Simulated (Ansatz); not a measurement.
**CdS under changes of volume**

One of the cells (20.871 Å³/atom); the others are scaled copies at fixed shape and fractional positions:

```
CELL_PARAMETERS angstrom
0.00000 2.75324 2.75324
2.75324 0.00000 2.75324
2.75324 2.75324 0.00000
ATOMIC_POSITIONS crystal
Cd 0.00000 0.00000 0.00000
S 0.50000 0.50000 0.50000
```

Measurements of this composition are mostly on another form, of space group No. 186.

| Property | Result |
| --- | --- |
| Program | Ansatz 0.2.0 |
| Functional | LDA |
| Potentials or basis | all-electron LAPW, scalar-relativistic |
| Cutoff | 205 eV (chosen from the basis error) |
| Basis error allowed | 0.001 eV/atom |
| k mesh | 8 × 8 × 8 |
| Occupations | fermi-dirac, width 0.05 eV |
| Spin | no spin polarisation |

| volume (Å³/atom) | energy over the lowest point (meV/atom) | pressure (GPa) |
| --- | --- | --- |
| 19.618 | 0.00 | -2.6 |
| 20.036 | 8.92 | -4.2 |
| 20.453 | 21.76 | -5.6 |
| 20.871 | ? | ? |
| 21.288 | 57.35 | -7.9 |
| 21.705 | 79.32 | -8.9 |
| 22.123 | 103.63 | -9.7 |

Q: What does the run at 20.871 Å³/atom give?

A: Energy over the lowest point 38.04 meV/atom; pressure -6.9 GPa.

Worked out: A Birch-Murnaghan fit of order 3 (a polynomial in V^(-2/3)) to the other rows has its minimum at 19.04 Å³/atom, just outside them, with B0 = V·E''(V) = 93 GPa and B' = 4.9. It gives 38.06 meV/atom at 20.871 Å³/atom, against the run's 38.04, and -dE/dV = -6.9 GPa, against -6.9.

Energies are extrapolated to zero smearing.
